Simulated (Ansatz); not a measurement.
Rock-salt LiI was calculated with G0W0@HSE06 (plane waves, hard PAW, contour deformation; Ansatz, a first-principles code).

The same calculation (at the measured cell, 27.135 Å³/atom) with different numerical settings; throughout: k mesh 2×2×2:

| run | response cutoff (eV) | empty bands | quasiparticle gap on the mesh (eV) | quasiparticle gap at Γ (eV) | rough time |
|---|---|---|---|---|---|
| 1 | 100 | 226 | 6.093 | 6.209 | 80 core-s |
| 2 | 150 | 416 | 6.212 | 6.249 | 2 core-min |
| 3 | 200 | 640 | 6.254 | 6.254 | 6 core-min |
| 4 | 250 | 895 | 6.254 | 6.254 | 9 core-min |
| 5 | 300 | 1176 | 6.256 | 6.256 | 20 core-min |
| 6 | 400 | 1811 | 6.257 | 6.257 | 30 core-min |

In the column quasiparticle gap on the mesh (eV) the first row differs from the last by -0.164 and the next to last by -0.001.

The last row is no converged limit: other settings stay fixed.

Spin–orbit coupling is not included.

Note: GW on a hybrid start was not checked against another program.
